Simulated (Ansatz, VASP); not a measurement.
## One calculation of Tl, two programs

INCAR

```
SYSTEM = Tl
ALGO = Fast
EDIFF = 1E-7
ENCUT = 520
GGA = CA
ISIF = 2
ISMEAR = -1
LASPH = .TRUE.
LCHARG = .FALSE.
LREAL = .FALSE.
LWAVE = .FALSE.
NBANDS = 12
NELM = 60
PREC = Accurate
SIGMA = 0.1
```

Contents of KPOINTS:

```
k-points
0
G
  13 13 13
  0 0 0
```

File POSCAR:

```
Tl
1.0
   -1.8171273828      1.8171273828      1.8171273828
    1.8171273828     -1.8171273828      1.8171273828
    1.8171273828      1.8171273828     -1.8171273828
Tl
1
Direct
    0.0000000000      0.0000000000      0.0000000000
```

Input for Ansatz:

```yaml
crystal:
  lattice:
    - [-1.8171273828, 1.8171273828, 1.8171273828]
    - [1.8171273828, -1.8171273828, 1.8171273828]
    - [1.8171273828, 1.8171273828, -1.8171273828]
  atoms:
    - { symbol: Tl, position: [0.0, 0.0, 0.0] }
hamiltonian:
  xc: lda
  pseudopotentials:
    kind: paw
    azcp:
      Tl: "pseudopotentials/Tl.paw.azcp"
basis:
  ecutwfc: 420
  fft_grid_basis: typed
kpoints:
  mp_grid: { grid: [13, 13, 13], shift: [0, 0, 0] }
magnetization:
  spin_polarized: false
scf:
  occupations: { method: fermi_dirac, width: 0.1 }
  lower_state_search: "off"
output:
  stress: true
```

Alike in both runs: task single point; functional LDA; k mesh 13 × 13 × 13; occupations fermi-dirac, width 0.1 eV; no spin polarisation.

|  | VASP | Ansatz |
| --- | --- | --- |
| version | VASP 6.6.1 | Ansatz 0.2.0 |
| potentials or method | VASP PAW LDA potentials, release 64 (Tl_d) | plane waves (420 eV) with PAW, scalar-relativistic |
| plane-wave cutoff (eV) | 520 | 420 |
| valence electrons in the cell | 13 | 13 |

```tsv
	VASP	Ansatz	Ansatz less VASP
pressure (GPa)	7.9	7.8	-0.18
```

Ansatz warned: «pseudo_functional_mismatch».

Spin-orbit coupling is left out, which matters for the levels of Tl.
